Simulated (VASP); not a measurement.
The system is CuO (Tenorite).

```
Cu O
1.0
     2.34185   -1.71130    0.00000
     2.34185    1.71130    0.00000
    -0.85003    0.00000    5.05787
Cu O
2 2
Cartesian
  0.7459 -0.8557 2.5289
  1.1709 0.8557 0.0000
  1.7043 0.2793 3.7934
  2.1293 -0.2793 1.2645
```

* Program: VASP 6.6.1
* Task: relaxation of cell and atoms
* Functional: PBE
* Dispersion: D3(BJ)
* Potentials or basis: VASP PAW PBE potentials, release 64 (Cu, O)
* Cutoff: 600 eV
* k mesh: 8 × 8 × 4
* Occupations: fermi-dirac, width 0.05 eV
* Spin: no spin polarisation

At the start: pressure 1.8 GPa; volume 10.13 Å³/atom.

Q: How do energy, volume and symmetry change on relaxing?

A: Over 27 steps the energy falls by 27.2 meV/atom and the volume is 10.90 Å³/atom (+7.6 %); space group Cccm (No. 66, to 0.05 Å).

The path:
```tsv
step	energy change (eV)	largest force (eV/Å)	pressure (GPa)	volume (Å³)
1	0.0000	0.2358	1.77	40.54
2	-0.0093	0.2001	-0.73	41.20
3	-0.0097	0.1913	-1.35	41.38
4	-0.0174	0.1108	-0.61	41.37
5	-0.0228	0.0346	0.70	41.36
6	-0.0316	0.0207	0.60	41.57
7	-0.0533	0.0146	0.46	42.20
8	-0.0789	0.0482	0.08	43.29
9	-0.0824	0.0502	-0.25	43.75
10	-0.0965	0.0447	-1.46	44.07
11	-0.0985	0.0379	-2.03	44.19
12	-0.0996	0.0024	2.51	42.89
13	-0.1042	0.0180	0.30	43.51
14	-0.1049	0.0307	0.03	43.54
15	-0.1050	0.0361	-0.09	43.55
16	-0.1057	0.0341	0.10	43.50
17	-0.1068	0.0320	0.73	43.36
18	-0.1072	0.0297	0.57	43.40
19	-0.1079	0.0233	0.10	43.54
20	-0.1078	0.0100	-0.85	43.80
21	-0.1081	0.0177	-0.33	43.65
22	-0.1084	0.0114	-0.26	43.65
23	-0.1087	0.0041	-0.15	43.64
24	-0.1087	0.0050	-0.12	43.64
25	-0.1087	0.0065	-0.12	43.64
26	-0.1087	0.0054	-0.11	43.64
27	-0.1087	0.0028	0.00	43.61
```

Final structure:
```
Cu O
1.0
     2.10808   -1.99819    0.16214
     2.10808    1.99819    0.16214
    -0.40395    0.00000    5.14538
Cu O
2 2
Direct
  0.50000 0.00000 0.50000
  0.00000 0.50000 0.00000
  0.49970 0.50030 0.75000
  0.50030 0.49970 0.25000
```

Caveat: the run has no spin polarisation, though such a crystal can be magnetic; pairwise dispersion overbinds metals, which lowers pressure and volume.
